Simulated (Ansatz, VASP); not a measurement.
# MoW3Se8: VASP beside Ansatz, part 2 of 2

Aim: how closely do two programs agree when they are given the same cell, functional and k mesh? The structure shown is the end of the Ansatz relaxation below.

VASP 6.6.1 and Ansatz 0.2.0.

So far: Starting point; Ansatz: relaxation, PBEsol.

## 3. VASP: single point, PBEsol

Level of this step: PBEsol, no spin polarisation; plane waves and PAW (W, Mo_sv, Se) (VASP).

The same cell, functional, mesh and smearing now go to VASP, with its own data sets.

Lines of VASP's logs that name or quote its potential files are left out, and so is its time.

INCAR

```
SYSTEM = MoW3Se8
PREC = Accurate
ENCUT = 600
EDIFF = 1E-06
NELM = 120
ISMEAR = -1
SIGMA = 0.02
LREAL = .FALSE.
ALGO = Normal
GGA = PS
NBANDS = 52
LASPH = .TRUE.
LORBIT = 11
LWAVE = .FALSE.
LCHARG = .FALSE.
ISIF = 2
GGA_COMPAT = .FALSE.
EFERMI = MIDGAP
KPAR = 2
```

POSCAR

```
MoW3Se8
1.0
    6.5403066614      0.0000000000      0.0000000000
   -3.2701533307      5.6640717173      0.0000000000
    0.0000000000      0.0000000000     18.2250000000
W Mo Se
3 1 8
Direct
    0.3337853173      0.1662146827      0.5000000000
    0.3337853242      0.6675706343      0.5000000000
    0.8324293657      0.1662146758      0.5000000000
    0.8333333235      0.6666666765      0.5000000000
    0.1666666787      0.3333333213      0.4084225222
    0.1666666787      0.3333333213      0.5915774778
    0.1662996445      0.8331498242      0.4083713068
    0.1662996445      0.8331498242      0.5916286932
    0.6668501758      0.3337003555      0.4083713068
    0.6668501758      0.3337003555      0.5916286932
    0.6668501689      0.8331498311      0.4083712891
    0.6668501689      0.8331498311      0.5916287109
```

KPOINTS

```
Automatic mesh
0
Gamma
5 5 2
0 0 0
```

The projector-augmented-wave data sets are W, Mo_sv and Se (PBE family, release 64).

Command:

```console
$ mpirun -np 2 vasp_std
```

Numbers of over 12 decimals in the logs are rounded to 6 here.

What it wrote:

```text
[banner, memory and clock lines left out]
running    2 mpi-ranks, on    1 nodes
 distrk:  each k-point on    1 cores,    2 groups
 distr:  one band on    1 cores,    1 groups

 POSCAR found type information on POSCAR W MoSe
 POSCAR found :  3 types and      12 ions
|                                                                             |
|               ----> ADVICE to this user running VASP <----                  |
|                                                                             |
|     You enforced a specific xc type in the INCAR file but a different       |
|     [... a line on the potential file left out ...]
|     I HOPE YOU KNOW WHAT YOU ARE DOING!                                     |
|                                                                             |

 LDA part: xc-table for (Slater+PW92), standard interpolation
 POSCAR, INCAR and KPOINTS ok, starting setup
 FFT: planning ... GRIDC
 FFT: planning ... GRID_SOFT
 FFT: planning ... GRID
 WAVECAR not read
 entering main loop
       N       E                     dE             d eps       ncg     rms          rms(c)
DAV:   1     0.595901428062E+03    0.59590E+03   -0.34157E+04  1200   0.134E+03
DAV:   2    -0.195148027326E+02   -0.61542E+03   -0.59431E+03  1476   0.248E+02
DAV:   3    -0.930338527273E+02   -0.73519E+02   -0.72696E+02  1256   0.870E+01
DAV:   4    -0.956268083305E+02   -0.25930E+01   -0.25690E+01  1384   0.174E+01
DAV:   5    -0.957035475722E+02   -0.76739E-01   -0.76538E-01  1528   0.277E+00    0.443E+01
DAV:   6    -0.925979750966E+02    0.31056E+01   -0.15597E+01  1432   0.151E+01    0.169E+01
DAV:   7    -0.924284108973E+02    0.16956E+00   -0.93357E+00  1188   0.133E+01    0.107E+01
DAV:   8    -0.917348740912E+02    0.69354E+00   -0.30024E+00  1292   0.873E+00    0.509E+00
DAV:   9    -0.915122509010E+02    0.22262E+00   -0.57070E-01  1424   0.373E+00    0.119E+00
DAV:  10    -0.915118948918E+02    0.35601E-03   -0.66017E-02  1344   0.101E+00    0.543E-01
DAV:  11    -0.915068990813E+02    0.49958E-02   -0.15773E-02  1408   0.534E-01    0.305E-01
DAV:  12    -0.915062626339E+02    0.63645E-03   -0.23208E-03  1328   0.178E-01    0.116E-01
DAV:  13    -0.915067637379E+02   -0.50110E-03   -0.67834E-04  1424   0.944E-02    0.770E-02
DAV:  14    -0.915067970664E+02   -0.33329E-04   -0.12649E-03  1264   0.107E-01    0.809E-02
[...]
DAV:  18    -0.915077516852E+02   -0.45880E-04   -0.33642E-05  1236   0.126E-02    0.949E-03
DAV:  19    -0.915078473094E+02   -0.95624E-04   -0.38432E-06   984   0.502E-03    0.816E-03
DAV:  20    -0.915079607058E+02   -0.11340E-03   -0.10894E-05  1132   0.524E-03    0.342E-03
DAV:  21    -0.915079815164E+02   -0.20811E-04   -0.10032E-06  1004   0.192E-03    0.181E-03
DAV:  22    -0.915080003478E+02   -0.18831E-04   -0.12705E-06   980   0.166E-03    0.801E-04
DAV:  23    -0.915080038901E+02   -0.35423E-05   -0.12354E-07   816   0.708E-04    0.458E-04
DAV:  24    -0.915080054857E+02   -0.15955E-05   -0.13871E-07   776   0.534E-04    0.267E-04
DAV:  25    -0.915080057506E+02   -0.26495E-06   -0.27833E-08   580   0.290E-04
   1 F= -.91508006E+02 E0= -.91508006E+02  d E =-.166497E-19
```

From OUTCAR (step 3):

```text
ion  position               nearest neighbor table
   1  0.334  0.166  0.500-   7 2.52   8 2.52   9 2.52  10 2.52   5 2.52   6 2.52   2 3.26   3 3.26
                             4 3.27   4 3.27   2 3.28   3 3.28
   2  0.334  0.668  0.500-   7 2.52   8 2.52  11 2.52  12 2.52   5 2.52   6 2.52   3 3.26   1 3.26
                             4 3.27   4 3.27   1 3.28   3 3.28
   3  0.832  0.166  0.500-   9 2.52  10 2.52  11 2.52  12 2.52   5 2.52   6 2.52   2 3.26   1 3.26
                             4 3.27   4 3.27   1 3.28   2 3.28
   4  0.833  0.667  0.500-   9 2.52  10 2.52   7 2.52   8 2.52  11 2.52  12 2.52   3 3.27   2 3.27
                             1 3.27   1 3.27   3 3.27   2 3.27
   5  0.167  0.333  0.408-   1 2.52   2 2.52   3 2.52
   6  0.167  0.333  0.592-   1 2.52   2 2.52   3 2.52
   7  0.166  0.833  0.408-   4 2.52   1 2.52   2 2.52
   8  0.166  0.833  0.592-   4 2.52   1 2.52   2 2.52
   9  0.667  0.334  0.408-   4 2.52   1 2.52   3 2.52
  10  0.667  0.334  0.592-   4 2.52   1 2.52   3 2.52
  11  0.667  0.833  0.408-   4 2.52   3 2.52   2 2.52
  12  0.667  0.833  0.592-   4 2.52   3 2.52   2 2.52

  LATTYP: Found a hexagonal cell.
 ALAT       =     6.5403066614
 C/A-ratio  =     2.7865665853

 Subroutine GETGRP returns: Found 12 space group operations
 (whereof  4 operations were pure point group operations)

The static configuration has the point symmetry C_2v.
 The point group associated with its full space group is D_3h.

 Found     10 irreducible k-points:

   k-points           NKPTS =     10   k-points in BZ     NKDIM =     10   number of bands    NBANDS=     52

   dimension x,y,z NGX =    54 NGY =   54 NGZ =  150
   dimension x,y,z NGXF=   108 NGYF=  108 NGZF=  300

   ENCUT  =  600.0 eV  44.10 Ry    6.64 a.u.  13.06 13.06 36.40*2*pi/ulx,y,z

   NELECT =      80.0000    total number of electrons

 k-points in reciprocal lattice and weights: Automatic mesh
   0.00000000  0.00000000  0.00000000       0.020
   0.20000000 -0.00000000  0.00000000       0.120
   0.40000000 -0.00000000  0.00000000       0.120
   0.20000000  0.20000000  0.00000000       0.120
   0.40000000  0.20000000  0.00000000       0.120
   0.00000000  0.00000000  0.50000000       0.020
   0.20000000 -0.00000000  0.50000000       0.120
   0.40000000 -0.00000000  0.50000000       0.120
   0.20000000  0.20000000  0.50000000       0.120
   0.40000000  0.20000000  0.50000000       0.120

 average (electrostatic) potential at core
       1 -46.7834       2 -46.7834       3 -46.7834       4 -82.7791       5 -59.4851
       6 -59.4851       7 -59.4677       8 -59.4677       9 -59.4677      10 -59.4677
      11 -59.4677      12 -59.4677

 E-fermi :  -0.7079

 k-point     1 :       0.0000    0.0000    0.0000
  band No.  band energies     occupation
    ...
     36      -2.4207      2.00000
     37      -2.2524      2.00000
     38      -2.2347      2.00000
     39      -2.2347      2.00000
     40      -1.8812      2.00000
     41       0.7727      0.00000
     42       0.7727      0.00000
     43       1.0351      0.00000
     44       1.1002      0.00000
     45       1.3588      0.00000
    ...

 k-point     2 :       0.2000   -0.0000    0.0000
  band No.  band energies     occupation
    ...
     36      -2.5787      2.00000
     37      -2.3671      2.00000
     38      -2.0169      2.00000
     39      -1.9752      2.00000
     40      -1.9155      2.00000
     41       0.7165      0.00000
     42       0.7218      0.00000
     43       0.9039      0.00000
     44       0.9377      0.00000
     45       1.1338      0.00000
    ...

 k-point     3 :       0.4000   -0.0000    0.0000
  band No.  band energies     occupation
    ...
     36      -2.7290      2.00000
     37      -2.6405      2.00000
     38      -2.1960      2.00000
     39      -1.9725      2.00000
     40      -1.9551      2.00000
     41       0.4117      0.00000
     42       0.5467      0.00000
     43       0.6311      0.00000
     44       0.6493      0.00000
     45       0.8546      0.00000
    ...

  Total       -0.1684266     -0.1684266     -0.0222543      0.0000000      0.0000000     -0.0000000
  in kB       -0.3996933     -0.3996933     -0.0528117      0.0000000      0.0000000     -0.0000000
  external PRESSURE =      -0.2840661 kB  Pullay stress =       0.0000000 kB

  energy-cutoff  :      600.00
  volume of cell :      675.14
      direct lattice vectors                 reciprocal lattice vectors
     6.540306661  0.000000000  0.000000000     0.152898029  0.088275718  0.000000000
    -3.270153331  5.664071717  0.000000000     0.000000000  0.176551437  0.000000000
     0.000000000  0.000000000 18.225000000     0.000000000  0.000000000  0.054869684

 POSITION                                       TOTAL-FORCE (eV/Angst)
 -----------------------------------------------------------------------------------
      1.63951      0.94145      9.11250        -0.009585      0.005534      0.000000
      0.00000      3.78117      9.11250         0.000000     -0.011067      0.000000
      4.90080      0.94145      9.11250         0.009585      0.005534      0.000000
      3.27015      3.77605      9.11250         0.000000     -0.000000      0.000000
      0.00000      1.88802      7.44350         0.000000     -0.000000      0.016846
      0.00000      1.88802     10.78150         0.000000     -0.000000     -0.016846
     -1.63688      4.71902      7.44257         0.015258      0.008809     -0.006638
     -1.63688      4.71902     10.78243         0.015258      0.008809      0.006638
      3.27015      1.89010      7.44257        -0.000000     -0.017618     -0.006638
      3.27015      1.89010     10.78243        -0.000000     -0.017618      0.006638
      1.63688      4.71902      7.44257        -0.015258      0.008809     -0.006638
      1.63688      4.71902     10.78243        -0.015258      0.008809      0.006638
 -----------------------------------------------------------------------------------
    total drift:                                0.000117     -0.000068     -0.000000

  FREE ENERGIE OF THE ION-ELECTRON SYSTEM (eV)
  ---------------------------------------------------
  free  energy   TOTEN  =       -91.5080057506 eV

  energy  without entropy=      -91.5080057506  energy(sigma->0) =      -91.50800575

 total charge
# of ion       s       p       d       tot
------------------------------------------
    1        0.541   0.636   4.227   5.403
    2        0.541   0.636   4.227   5.403
    3        0.541   0.636   4.227   5.403
    4        2.275   6.192   3.987  12.454
    5        1.476   2.349   0.071   3.895
    6        1.476   2.349   0.071   3.895
    7        1.476   2.346   0.069   3.891
    8        1.476   2.346   0.069   3.891
    9        1.476   2.346   0.069   3.891
   10        1.476   2.346   0.069   3.891
   11        1.476   2.346   0.069   3.891
   12        1.476   2.346   0.069   3.891
--------------------------------------------------
tot         15.705  26.870  17.223  59.799

[... 3 further parts left out ...]
```

This run has no spin polarisation, so a moment on W and Mo, if there is one, isn't seen.

## 4. Side by side

Known differences besides the potentials themselves: the data sets hold 184 valence electrons in Ansatz (on its PAW soft_1 files) and 80 in VASP; Ansatz makes its cores anew for this functional, VASP keeps those of its PBE data sets; Ansatz's pressure holds a Pulay correction, VASP's none. Total energies have different zeros and are not compared.

The two programs side by side:

```csv
quantity,Ansatz,VASP,difference
pressure (GPa),0.00,-0.03,+0.03
gap on the k mesh (eV),1.788,1.790,-0.002
```

At this near-relaxed geometry the largest component of a force difference is 18 meV/Å. A gap on the mesh is an upper bound, since the band edges may lie between its points; neither run holds spin-orbit coupling, which can move the band edges of a compound of W. With vacuum in the cell, a pressure given here is an average over mostly empty space and none of the material.

## 5. What came out

```yaml
difference_in_gap_on_the_k_mesh_single_point_pbesol: -0.0023 eV
r_m_s_force_difference_single_point_pbesol: 9.3 meV/Å
```

The r.m.s. force difference is 9.3 meV/Å (single point, PBEsol), within the 12 meV/Å picked in this series as the mark of a large difference. The data sets hold unlike numbers of valence electrons (184 in Ansatz and 80 in VASP), so part of the differences comes from the potentials. Such differences can come from data sets, numerical settings and the points named under the comparisons, not from the functional's error against experiment.

[Lines on the potential files, build, host, timing and source positions are cut from VASP's logs without a mark.]

[Logs are printed without paths, hosts, clocks, repeated set-up lines and the standing remarks that a program may print on its own settings, such as how far it seeks lower states.]

[Hosts, paths, dates, database ids (printed as entryN), source tags and the programs' standing remarks are cut or masked in the printed files.]
